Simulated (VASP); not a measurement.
# TiN (Fm-3m) in VASP: settings compared, part 3 of 3

VASP 6.6.1.

## (5) Density of states, PBE

Contents of POSCAR:

```
TiN                                     
1.0
    0.0000000000      2.1242465341      2.1242465341
    2.1242465341      0.0000000000      2.1242465341
    2.1242465341      2.1242465341     -0.0000000000
  Ti              N             
     1     1
Direct
     0.0000000000000000    0.0000000000000000    0.0000000000000000
     0.5000000000000000    0.5000000000000000    0.5000000000000000
```

Contents of INCAR.step1:

```
SYSTEM = TiN
ALGO     = Normal         ! electronic algorithm
EDIFF    = 1E-7           ! SCF threshold, eV
ENCUT    = 520            ! plane-wave cutoff, eV
GGA      = PE             ! functional
ISIF     = 2              ! what is computed and relaxed
ISMEAR   = 1              ! smearing method
LASPH    = .True.         ! aspherical terms in the spheres
LCHARG   = .True.         ! write CHGCAR
LMAXMIX  = 4              ! l up to which the mixer works
LREAL    = .False.        ! projectors in reciprocal space
LWAVE    = .False.        ! write WAVECAR
NELM     = 100            ! most SCF steps
PREC     = Accurate       ! precision mode
SIGMA    = 0.1            ! smearing width, eV
```

Contents of KPOINTS.step1:

```
k-points
0
Gamma
  18 18 18
  0 0 0
```

Contents of INCAR.step2:

```
SYSTEM = TiN
ALGO     = Normal         ! electronic algorithm
EDIFF    = 1E-7           ! SCF threshold, eV
ENCUT    = 520            ! plane-wave cutoff, eV
GGA      = PE             ! functional
ICHARG   = 11             ! starting density
ISIF     = 2              ! what is computed and relaxed
ISMEAR   = -5             ! smearing method
LASPH    = .True.         ! aspherical terms in the spheres
LCHARG   = .False.        ! write CHGCAR
LMAXMIX  = 4              ! l up to which the mixer works
LORBIT   = 10             ! projections on sites
LREAL    = .False.        ! projectors in reciprocal space
LWAVE    = .False.        ! write WAVECAR
NEDOS    = 1001           ! points of the DOS
NELM     = 100            ! most SCF steps
PREC     = Accurate       ! precision mode
SIGMA    = 0.1            ! smearing width, eV
```

Contents of KPOINTS.step2:

```
k-points
0
Gamma
  27 27 27
  0 0 0
```

Potentials or basis: VASP PAW PBE potentials, release 64 (Ti_sv, N).

Launch:

```sh
$ cat potpaw_PBE.64/Ti_sv/POTCAR potpaw_PBE.64/N/POTCAR > POTCAR
$ cp INCAR.step1 INCAR
$ cp KPOINTS.step1 KPOINTS
$ mpirun -np 1 vasp_std > vasp.out
$ cp INCAR.step2 INCAR
$ cp KPOINTS.step2 KPOINTS
$ mpirun -np 1 vasp_std > vasp.out
```

OUTCAR:

```text
SYSTEM = TiN
   EDIFF = 1E-7
   ENCUT = 520
   GGA = PE
   ICHARG = 11
   ISIF = 2
   ISMEAR = -5
   LASPH = .True.
   LORBIT = 10
   LREAL = .False.
   NELM = 100
   PREC = Accurate

 ion  position               nearest neighbor table
   1  0.000  0.000  0.000-   2 2.12   2 2.12   2 2.12   2 2.12   2 2.12   2 2.12
   2  0.500  0.500  0.500-   1 2.12   1 2.12   1 2.12   1 2.12   1 2.12   1 2.12

  LATTYP: Found a face centered cubic cell.
 ALAT       =     4.2484930682

  Lattice vectors:

 A1 = (   0.0000000000,   2.1242465341,   2.1242465341)
 A2 = (   2.1242465341,   0.0000000000,   2.1242465341)
 A3 = (   2.1242465341,   2.1242465341,   0.0000000000)

Analysis of symmetry for initial positions (statically):
=====================================================================
 Subroutine PRICEL returns:
 Original cell was already a primitive cell.

 Routine SETGRP: Setting up the symmetry group for a
 face centered cubic supercell.

 Subroutine GETGRP returns: Found 48 space group operations
 (whereof 48 operations were pure point group operations)
 out of a pool of 48 trial point group operations.

The static configuration has the point symmetry O_h .

Analysis of symmetry for dynamics (positions and initial velocities):
=====================================================================
 Subroutine PRICEL returns:
 Original cell was already a primitive cell.

 Routine SETGRP: Setting up the symmetry group for a
 face centered cubic supercell.

 Subroutine GETGRP returns: Found 48 space group operations
 (whereof 48 operations were pure point group operations)
 out of a pool of 48 trial point group operations.

The dynamic configuration has the point symmetry O_h .

 Subroutine INISYM returns: Found 48 space group operations
 (whereof 48 operations are pure point group operations),
 and found     1 'primitive' translations

----------------------------------------------------------------------------------------

                                     Primitive cell
[... 133 lines left out ...]
  ---------------------------------------------------
  ext. energy  EPLUGINS =         0.00000000
  ---------------------------------------------------
  free energy    TOTEN  =       -19.63703554 eV

  energy without entropy =      -19.63703554  energy(sigma->0) =      -19.63703554

 E-fermi :  11.3890     XC(G=0): -12.9936

 val. band max:       11.4430085975   @ k =   0.1852   0.0000   0.0000
 cond. band min:      11.3823617193   @ k =   0.4074   0.1481   0.0000
 fundamental gap:     -0.0606468782
 Fermi energy:        11.3890047289

 k-point     1 :       0.0000    0.0000    0.0000
  band No.  band energies     occupation
      1     -46.4942      2.00000
      2     -22.4771      2.00000
      3     -22.4771      2.00000
      4     -22.4771      2.00000
      5      -5.6895      2.00000
      6       9.3452      2.00000
      7       9.3452      2.00000
      8       9.3452      2.00000
      9      10.7734      2.00000
     10      10.7734      2.00000
     11      10.7734      2.00000
     12      11.9565      0.00000
[... 331 lines left out ...]
 k-point    24 :       0.3704    0.0370    0.0000
  band No.  band energies     occupation
      1     -46.4165      2.00000
      2     -22.9935      2.00000
      3     -22.5291      2.00000
      4     -22.5215      2.00000
      5      -3.8225      2.00000
      6       4.2848      2.00000
      7       6.2524      2.00000
      8       6.3849      2.00000
      9      12.3549      0.00000
     10      12.6951      0.00000
     11      12.9858      0.00000
     12      16.0456      0.00000

 [... further k-points ...]

------------------------ aborting loop because EDIFF is reached ----------------------------------------

  FORCE on cell =-STRESS in cart. coord.  units (eV):
  Direction    XX          YY          ZZ          XY          YZ          ZX
  --------------------------------------------------------------------------------------
  -------------------------------------------------------------------------------------
  Total        0.0055391      0.0055391      0.0055391     -0.0000000      0.0000000      0.0000000
  in kB        0.4629151      0.4629151      0.4629151     -0.0000000      0.0000000      0.0000000
  external PRESSURE =       0.4629151 kB  Pullay stress =       0.0000000 kB

 VOLUME and BASIS-vectors are now :
 -----------------------------------------------------------------------------
  energy-cutoff  :      520.00
  volume of cell :       19.17
      direct lattice vectors                 reciprocal lattice vectors
     0.000000000  2.124246534  2.124246534    -0.235377576  0.235377576  0.235377576
     2.124246534  0.000000000  2.124246534     0.235377576 -0.235377576  0.235377576
     2.124246534  2.124246534  0.000000000     0.235377576  0.235377576 -0.235377576

 POSITION                                       TOTAL-FORCE (eV/Angst)
 -----------------------------------------------------------------------------------
      0.00000      0.00000      0.00000        -0.000000      0.000000     -0.000000
      2.12425      2.12425      2.12425         0.000000     -0.000000      0.000000
 -----------------------------------------------------------------------------------
    total drift:                                0.000000     -0.000000     -0.000000

  FREE ENERGIE OF THE ION-ELECTRON SYSTEM (eV)
  ---------------------------------------------------
  free  energy   TOTEN  =       -19.6370355431 eV

  energy  without entropy=      -19.6370355431  energy(sigma->0) =      -19.63703554

 total charge

# of ion       s       p       d       tot
------------------------------------------
    1        2.182   6.225   1.965  10.372
    2        1.246   2.505   0.000   3.751
--------------------------------------------------
tot          3.428   8.730   1.965  14.123
```

OUTCAR.step1:

```text
SYSTEM = TiN
   EDIFF = 1E-7
   ENCUT = 520
   GGA = PE
   ISIF = 2
   ISMEAR = 1
[... 583 lines left out ...]
      0.00000      0.00000      0.00000         0.000000     -0.000000     -0.000000
      2.12425      2.12425      2.12425        -0.000000      0.000000      0.000000
 -----------------------------------------------------------------------------------
    total drift:                                0.000000     -0.000000     -0.000000

  FREE ENERGIE OF THE ION-ELECTRON SYSTEM (eV)
  ---------------------------------------------------
  free  energy   TOTEN  =       -19.6364237581 eV

  energy  without entropy=      -19.6365636177  energy(sigma->0) =      -19.63647038
```

It took 97 s on 1 thread of Intel Xeon Platinum 8259CL at 2.50GHz (Skylake/Cascade Lake), shared host; peak memory 0.26 GiB.

Results:

```
Valence electrons inside the program's atomic spheres : Ti 10.37; N 3.75
```

Levels at points of the mesh, in eV from the Fermi level:
| k point | band 5 | band 6 | band 7 | band 8 | band 9 | band 10 | band 11 | band 12 |
| --- | --- | --- | --- | --- | --- | --- | --- | --- |
| (0.00, 0.00, 0.00) | -17.08 | -2.04 | -2.04 | -2.04 | -0.62 | -0.62 | -0.62 | 0.57 |

States per cell in windows of 1 eV (zero at the Fermi level; states under -8 eV left out):
```
from (eV)  total  Ti1_d  N2_p  Ti1_p  Ti1_s  N2_s  N2_d
     -8.0   0.39   0.06  0.12   0.01   0.04  0.00  0.00
     -7.0   1.14   0.17  0.40   0.05   0.07  0.01  0.00
     -6.0   2.03   0.45  0.79   0.12   0.02  0.01  0.00
     -5.0   1.83   0.45  0.76   0.07   0.01  0.00  0.00
     -4.0   0.62   0.12  0.29   0.03   0.00  0.00  0.00
     -3.0   0.14   0.04  0.05   0.00   0.00  0.00  0.00
     -2.0   0.29   0.17  0.04   0.00   0.00  0.00  0.00
     -1.0   0.65   0.44  0.07   0.00   0.00  0.00  0.00
      0.0   1.14   0.85  0.10   0.00   0.00  0.00  0.00
      1.0   2.60   2.17  0.16   0.01   0.01  0.01  0.00
      2.0   2.68   2.25  0.21   0.01   0.02  0.01  0.00
      3.0   0.82   0.62  0.09   0.01   0.01  0.03  0.00
      4.0   0.28   0.19  0.05   0.01   0.00  0.01  0.00
      5.0   0.05   0.03  0.01   0.00   0.00  0.00  0.00
      6.0   0.00   0.00  0.00   0.00   0.00  0.00  0.00
      7.0   0.00   0.00  0.00   0.00   0.00  0.00  0.00
```

Caveat: tetrahedron occupations give inexact forces and stress in metals.

## (6) The runs side by side

| task | level | potentials or basis | k mesh | k mesh for the DOS | occupations for the DOS | gap on the mesh (eV) | pressure (GPa) |
| --- | --- | --- | --- | --- | --- | --- | --- |
| optical spectrum | PBE | VASP PAW PBE potentials, release 64 (Ti_sv, N) | 26 × 26 × 26 | - | - | none | 0.1 |
| optical spectrum | LDA | VASP PAW LDA potentials, release 64 (Ti_sv, N) | 18 × 18 × 18 | - | - | none | -14.7 |
| optical spectrum | PBEsol | VASP PAW PBE potentials, release 64 (Ti_sv, N) | 18 × 18 × 18 | - | - | none | -8.4 |
| density of states | PBE | VASP PAW PBE potentials, release 64 (Ti_sv, N) | 18 × 18 × 18 | 27 × 27 × 27 | tetrahedron | - | - |

Alike in all rows: no spin polarisation; cell as given; cutoff (eV) 520; smearing methfessel-paxton 0.1 eV.

Caveats: independent-particle spectra lack excitons (some runs); the intraband (Drude) part of a metal's response may be missing (some runs); the PAW data sets were made with another functional, which shifts forces and pressure a little (some runs); tetrahedron occupations give inexact forces and stress in metals (some runs).

Total energies depend on the potentials used, so only differences within one code and one set of settings carry meaning.
